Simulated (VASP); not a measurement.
Crystal: MoSe2.

```
Mo Se
1.0
     3.22998    0.00000    0.00000
    -1.61499    2.79725    0.00000
     0.00000    0.00000   12.65328
Mo Se
2 4
Direct
  0.33333 0.66667 0.25000
  0.66667 0.33333 0.75000
  0.33333 0.66667 0.61965
  0.66667 0.33333 0.11965
  0.33333 0.66667 0.88035
  0.66667 0.33333 0.38035
```

The cell isn't the ideal one: a relaxed cell with its volume scaled by 0.98.

| Item | Value |
| --- | --- |
| Program | VASP 6.6.1 |
| Task | relaxation of shape and atoms at fixed volume |
| Functional | LDA |
| Potentials or basis | VASP PAW LDA potentials, release 64 (Mo_sv, Se) |
| Cutoff | 600 eV |
| k mesh | 9 × 9 × 2 |
| Occupations | gaussian, width 0.03 eV |
| Spin | no spin polarisation |

At the start: pressure 3.0 GPa; volume 19.05 Å³/atom.

Task: Where does the relaxation end?

Result: Over 5 steps the energy falls by 2.4 meV/atom; space group P6_3/mmc (No. 194, to 0.05 Å).

Step by step:
| step | energy change (eV) | largest force (eV/Å) | pressure (GPa) |
| --- | --- | --- | --- |
| 1 | 0.0000 | 0.3267 | 3.02 |
| 2 | -0.0096 | 0.0015 | 1.53 |
| 3 | -0.0097 | 0.0310 | 1.67 |
| 4 | -0.0132 | 0.0177 | 1.36 |
| 5 | -0.0145 | 0.0024 | 1.02 |

Final structure:
```xyz
6
Lattice="3.2417 0.0000 0.0000 -1.6208 2.8074 0.0000 0.0000 0.0000 12.5623" Properties=species:S:1:pos:R:3 pbc="T T T"
Mo    0.0000    1.8716    3.1406
Mo    1.6208    0.9358    9.4217
Se    0.0000    1.8716    7.7600
Se    1.6208    0.9358    1.4788
Se    0.0000    1.8716   11.0835
Se    1.6208    0.9358    4.8023
```
